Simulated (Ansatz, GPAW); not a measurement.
## W: 3 runs at one level of theory

```xyz
1
Lattice="0.0000 2.0300 2.0300 2.0300 0.0000 2.0300 2.0300 2.0300 0.0000" Properties=species:S:1:pos:R:3 pbc="T T T"
W     0.0000    0.0000    0.0000
```

This isn't the form of W at room conditions, which is bcc.

Alike in all runs: task band structure; functional LDA; k mesh 11 × 11 × 11; occupations fermi-dirac, width 0.05 eV; no spin polarisation; no spin-orbit coupling. LDA stands for any of its common fits. Pressure is positive in compression and, in plane waves, holds the error of the finite cutoff, which Ansatz's Pulay term estimates and takes out.

```tsv
program and potentials	plane-wave cutoff (eV)	notes	pressure (GPa)
Ansatz, Ansatz PAW	420	potentials made for PBE, which Ansatz adapts in part; Pulay term of +0.03 GPa included	-17.66
GPAW, the program's PAW data sets (release 1.2.1) made for this functional	600	-	-18.52
Ansatz, all-electron LAPW, scalar-relativistic	-	-	?
```

Problem. Estimate from the other rows what the run with Ansatz, all-electron LAPW, scalar-relativistic gave.

Solution. Pressure -17.58 GPa. The other rows, which needn't bracket it: pressure -18.52 to -17.66.
